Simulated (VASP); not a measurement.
# Y4N5 in VASP: further runs, part 2 of 2

VASP 6.6.1. Earlier steps stand in the parts before.

### Step 5. Single point, PBE

This run uses another cell than the first one, of 26.62 Å³/atom, 1.348 times its volume.

The input, INCAR:

```
SYSTEM = Y4N5
  PREC = Accurate
  ENCUT = 460
  EDIFF = 1E-7
  ISMEAR = 1
  SIGMA = 0.3
  LREAL = .FALSE.
  LASPH = .TRUE.
  NELM = 120
  ALGO = Normal
  ISIF = 2
  LWAVE = .FALSE.
  LCHARG = .FALSE.
  LDIPOL = .TRUE.
  IDIPOL = 3
  DIPOL = 0.5 0.5 0.500
  GGA = PE
  NBANDS = 52
  LVHAR = .TRUE.
  LVACPOTAV = .TRUE.
```

The input, KPOINTS:

```
Automatic mesh
0
G
  11 11 1
  0 0 0
```

The input, POSCAR:

```
Y4N5
1.0
    3.4485597718      0.0000000000      0.0000000000
   -1.7242798859      2.9865403689      0.0000000000
    0.0000000000      0.0000000000     23.2629490514
N Y
5 4
Direct
    0.3333333333      0.6666666667      0.2579208675
    0.0000000000      0.0000000000      0.3789604338
    0.6666666667      0.3333333333      0.5000000000
    0.3333333333      0.6666666667      0.6210395662
    0.0000000000      0.0000000000      0.7420791325
    0.6666666667      0.3333333333      0.3184406506
    0.3333333333      0.6666666667      0.4394802169
    0.0000000000      0.0000000000      0.5605197831
    0.6666666667      0.3333333333      0.6815593494
```

Potentials or basis: VASP PAW PBE potentials, release 64 (N, Y_sv).

Launch:

```
$ cat potpaw_PBE.64/N/POTCAR potpaw_PBE.64/Y_sv/POTCAR > POTCAR
$ mpirun -np 1 vasp_std > vasp.out
```

OUTCAR:

```text
SYSTEM = Y4N5
   PREC = Accurate
   ENCUT = 460
   EDIFF = 1E-7
   ISMEAR = 1
   LREAL = .FALSE.
   LASPH = .TRUE.
   NELM = 120
   ISIF = 2
   GGA = PE

 Found     16 irreducible k-points:

 Following reciprocal coordinates:
            Coordinates               Weight
  0.000000  0.000000  0.000000      1.000000
  0.090909  0.000000  0.000000      6.000000
  0.181818  0.000000  0.000000      6.000000
  0.272727  0.000000  0.000000      6.000000
  0.363636 -0.000000  0.000000      6.000000
  0.454545  0.000000  0.000000      6.000000
   k-points           NKPTS =     16   k-points in BZ     NKDIM =     16   number of bands    NBANDS=     52
   number of dos      NEDOS =    301   number of ions     NIONS =      9
   total plane-waves  NPLWV =  96768
   dimension x,y,z NGX =    24 NGY =   24 NGZ =  168
   dimension x,y,z NGXF=    48 NGYF=   48 NGZF=  336
   ions per type =               5   4
   NGX,Y,Z   is equivalent  to a cutoff of  11.57, 11.57, 12.01 a.u.
   NGXF,Y,Z  is equivalent  to a cutoff of  23.14, 23.14, 24.01 a.u.
 SYSTEM =  Y4N5
   PREC   = accura    normal or accurate (medium, high low for compatibility)
   ISTART =      0    job   : 0-new  1-cont  2-samecut
   ICHARG =      2    charge: 1-file 2-atom 10-const
   ISPIN  =      1    spin polarized calculation?
   LNONCOLLINEAR =      F non collinear calculations
   LSORBIT =      F    spin-orbit coupling
   LASPH  =      T    aspherical Exc in radial PAW
   ENCUT  =  460.0 eV  33.81 Ry    5.81 a.u.   6.03  6.03 40.68*2*pi/ulx,y,z
   NELM   =    120;   NELMIN=  2; NELMDL= -5     # of ELM steps
   EDIFF  = 0.1E-06   stopping-criterion for ELM
   LREAL  =      F    real-space projection
   EDIFFG = 0.1E-05   stopping-criterion for IOM
   NSW    =      0    number of steps for IOM
   IBRION =     -1    ionic relax: 0-MD 1-quasi-New 2-CG
   NFREE  =      0    steps in history (QN), initial steepest desc. (CG)
   ISIF   =      2    stress and relaxation
   ISYM   =      2    0-nonsym 1-usesym 2-fastsym
   POTIM  = 0.5000    time-step for ionic-motion
   TEBEG  =    0.0;   TEEND  =   0.0 temperature during run
   PSTRESS=    0.0 pullay stress
   NELECT =      69.0000    total number of electrons
   NUPDOWN=      -1.0000    fix difference up-down
   EMIN   =  10.00;   EMAX   =-10.00  energy-range for DOS
   EFERMI =   0.00;   METHOD = LEGACY
   ISMEAR =     1;   SIGMA  =   0.30  broadening in eV -4-tet -1-fermi 0-gaus
   EFERMI_NEDOS =   21; number of points for ismear=-14 and -15
   IALGO  =     38    algorithm
   IMIX   =      4    mixing-type and parameters
     AMIX     =   0.40;   BMIX     =  1.00
     AMIX_MAG =   1.60;   BMIX_MAG =  1.00
  volume/ion in A,a.u.               =      26.62       179.65
  Fermi-wavevector in a.u.,A,eV,Ry     =   1.081104  2.042991 15.902303  1.168786
  Thomas-Fermi vector in A             =   2.217112
   LORBIT       =      0    0 simple, 1 ext, 2 COOP (PROOUT), +10 PAW based schemes
   GGA     = PE    functional components
   LHFCALC =     F    Hartree Fock is set to
   AEXX    =    0.0000 exact exchange contribution
   IVDW    =     0    specifies the selected vdW correction
   LEPSILON=     F    determine dielectric tensor
   LRPA    =     F    only Hartree local field effects (RPA)
 non-spin polarized calculation
 Methfessel and Paxton  Order N= 1 SIGMA  =   0.30
  energy-cutoff  :      460.00
  volume of cell :      239.59
 maximum number of plane-waves:      5432
   NGX = 13   NGY = 13   NGZ = 81

 number of electron      69.0000003 magnetization

 dipolmoment           0.000000      0.000000     -0.000000 electrons x Angstroem

 Free energy of the ion-electron system (eV)
  ---------------------------------------------------
  ext. energy  EPLUGINS =         0.00000000
  ---------------------------------------------------
  free energy    TOTEN  =       -73.57227990 eV

  energy without entropy =      -73.43495214  energy(sigma->0) =      -73.52650398

 E-fermi :  -1.6957     XC(G=0):  -6.6160

 val. band max:       -1.6991070758   @ k =   0.0000   0.0000   0.0000
 cond. band min:      -1.6931734924   @ k =   0.1818   0.1818   0.0000
 fundamental gap:      0.0059335834
 Fermi energy:        -1.6956615032

 k-point     1 :       0.0000    0.0000    0.0000
  band No.  band energies     occupation
      1     -42.7425      2.00000
      2     -42.6811      2.00000
      3     -42.3243      2.00000
      4     -42.3238      2.00000
      5     -23.3938      2.00000
      6     -22.9589      2.00000
[... 38 lines left out ...]
     45       3.5320     -0.00000
     46       3.5320     -0.00000

 k-point     2 :       0.0909    0.0000    0.0000
  band No.  band energies     occupation
      1     -42.7348      2.00000
      2     -42.6756      2.00000
      3     -42.3180      2.00000
      4     -42.3176      2.00000
      5     -23.3635      2.00000
      6     -22.9524      2.00000
[... 38 lines left out ...]
     45       3.4168     -0.00000
     46       3.6603     -0.00000

 k-point     3 :       0.1818    0.0000    0.0000
  band No.  band energies     occupation
      1     -42.7139      2.00000
      2     -42.6611      2.00000
      3     -42.3013      2.00000
      4     -42.3010      2.00000
      5     -23.2818      2.00000
      6     -22.9658      2.00000
[... 38 lines left out ...]
     45       3.7055     -0.00000
     46       3.9121     -0.00000

 k-point     4 :       0.2727    0.0000    0.0000
  band No.  band energies     occupation
      1     -42.6857      2.00000
      2     -42.6428      2.00000
      3     -42.2793      2.00000
      4     -42.2792      2.00000
      5     -23.1970      2.00000
      6     -23.0843      2.00000
[... 38 lines left out ...]
     45       4.1175     -0.00000
     46       4.2386     -0.00000

 k-point     5 :       0.3636   -0.0000    0.0000
  band No.  band energies     occupation
      1     -42.6582      2.00000
      2     -42.6271      2.00000
      3     -42.2590      2.00000
      4     -42.2589      2.00000
      5     -23.3245      2.00000
      6     -23.1572      2.00000
[... 38 lines left out ...]
     45       4.7593      0.00000
     46       4.8910      0.00000

 k-point     6 :       0.4545    0.0000    0.0000
  band No.  band energies     occupation
      1     -42.6403      2.00000
      2     -42.6193      2.00000
      3     -42.2468      2.00000
      4     -42.2468      2.00000
      5     -23.4425      2.00000
      6     -23.2481      2.00000
[... 38 lines left out ...]
     45       5.1455      0.00000
     46       5.3116      0.00000

 [... further k-points ...]

 [bands above 46 left out]

------------------------ aborting loop because EDIFF is reached ----------------------------------------

  FORCE on cell =-STRESS in cart. coord.  units (eV):
  Direction    XX          YY          ZZ          XY          YZ          ZX
  --------------------------------------------------------------------------------------
  -------------------------------------------------------------------------------------
  Total        0.4860330      0.4860330     -4.0533786     -0.0000000      0.0000000      0.0000000
  in kB        3.2501652      3.2501652    -27.1054637     -0.0000000      0.0000000      0.0000000
  external PRESSURE =      -6.8683778 kB  Pullay stress =       0.0000000 kB

 VOLUME and BASIS-vectors are now :
 -----------------------------------------------------------------------------
  energy-cutoff  :      460.00
  volume of cell :      239.59
      direct lattice vectors                 reciprocal lattice vectors
     3.448559772  0.000000000  0.000000000     0.289976125  0.167417794  0.000000000
    -1.724279886  2.986540369  0.000000000     0.000000000  0.334835588  0.000000000
     0.000000000  0.000000000 23.262949051     0.000000000  0.000000000  0.042986811

 POSITION                                       TOTAL-FORCE (eV/Angst)
 -----------------------------------------------------------------------------------
     -0.00000      1.99103      6.00000         0.000000      0.000000      1.927192
      0.00000      0.00000      8.81574         0.000000      0.000000      0.342021
      1.72428      0.99551     11.63147        -0.000000     -0.000000     -0.000000
     -0.00000      1.99103     14.44721        -0.000000     -0.000000     -0.342021
      0.00000      0.00000     17.26295        -0.000000     -0.000000     -1.927192
      1.72428      0.99551      7.40787        -0.000000      0.000000     -2.342054
     -0.00000      1.99103     10.22361         0.000000      0.000000     -0.093055
      0.00000      0.00000     13.03934        -0.000000     -0.000000      0.093055
      1.72428      0.99551     15.85508        -0.000000     -0.000000      2.342054
 -----------------------------------------------------------------------------------
    total drift:                                0.000000     -0.000000      0.000000

  FREE ENERGIE OF THE ION-ELECTRON SYSTEM (eV)
  ---------------------------------------------------
  free  energy   TOTEN  =       -73.5722798988 eV

  energy  without entropy=      -73.4349521427  energy(sigma->0) =      -73.52650398

 vacuum level on the upper side and lower side of the slab         6.409         6.409
```

Run time: 5.4 min. Hardware: 1 thread of Intel Xeon Platinum 8488C (Sapphire Rapids), shared host; peak memory 0.37 GiB.

These settings aren't checked as converged: the numbers below hold their error.

Results:

- Free energy: -73.5723 eV
- Largest force: 2.342 eV/Å
- Band gap on the k mesh: none (metal or under the smearing width)
- Work function of the upper face: 8.10 eV
- Work function of the lower face: 8.10 eV

Caveat: the cutoff is under 1.25 times the usual one of these potentials, so pressure, stress and relaxed cells hold a basis-set (Pulay) error.
